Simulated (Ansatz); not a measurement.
A calculation with Ansatz 0.2.0 of Co (native input, structure typed inline):

input.yaml

```yaml
crystal:
  lattice:
    - [-1.40232, 1.40232, 1.40232]
    - [1.40232, -1.40232, 1.40232]
    - [1.40232, 1.40232, -1.40232]
  atoms:
    - { symbol: Co, position: [0.0, 0.0, 0.0], spin: 2.0 }
hamiltonian:
  xc: pbe
  pseudopotentials: { kind: paw, source: jth }
  hubbard: { sites: [{ species: Co, l: d, u_eff: 2.0 }], double_counting: fll }
magnetization:
  spin_polarized: true
kpoints:
  mp_grid: { grid: [13, 13, 13] }
scf:
  occupations: { method: tetrahedron }
output:
  forces: true
  stress: true
```

Potentials or basis: JTH PAW.

The run is started by

```bash
$ ansatz run input.yaml --threads 1 --pin off --max-ram 2560MiB --backend cpu --events-out ev --progress --plain --runs-dir out
```

This isn't the form of Co at room conditions, which is hcp.

Task: Write the same calculation in another form: native input, structure by space group and Wyckoff sites.

Result: As run:

The input input.yaml:

```yaml
crystal:
  lattice: { a: 2.80464, b: 2.80464, c: 2.80464, alpha: 90.0, beta: 90.0, gamma: 90.0 }
  space_group: 229
  reduce_to_primitive: true
  atoms:
    - { symbol: Co, wyckoff: "2a", position: [0.0, 0.0, 0.0], spin: 2.0 }
hamiltonian:
  xc: pbe
  pseudopotentials: { kind: paw, source: jth }
  hubbard: { sites: [{ species: Co, l: d, u_eff: 2.0 }], double_counting: fll }
magnetization:
  spin_polarized: true
kpoints:
  mp_grid: { grid: [13, 13, 13] }
scf:
  occupations: { method: tetrahedron }
output:
  forces: true
  stress: true
  write_density: true
  write_potential: true
  elf: true
  volumetric_format: npy
```

Potentials or basis: JTH PAW.

Launch:

```console
$ ansatz run input.yaml --threads 1 --pin off --max-ram 2560MiB --backend cpu --events-out ev --progress --plain --runs-dir out
```

Both were run:

|  | native input, structure typed inline | native input, structure by space group and Wyckoff sites |
| --- | --- | --- |
| Pressure | 7.2 GPa | 7.2 GPa |
| Band gap on the k mesh | none (metal or under the smearing width) | none (metal or under the smearing width) |
| Net moment | 1.85 μB per cell | 1.85 μB per cell |
| Absolute moment | 2.02 μB per cell | 2.02 μB per cell |
| Site moments | Co +1.93 μB | Co +1.93 μB |

Keys that steer only the numerical path or the files written may differ.

Caveat: the magnetic or orbital state may not be the lowest; the U is typed as a test and isn't derived for this compound; with tetrahedron occupations forces and stress needn't match the slope of the energy.
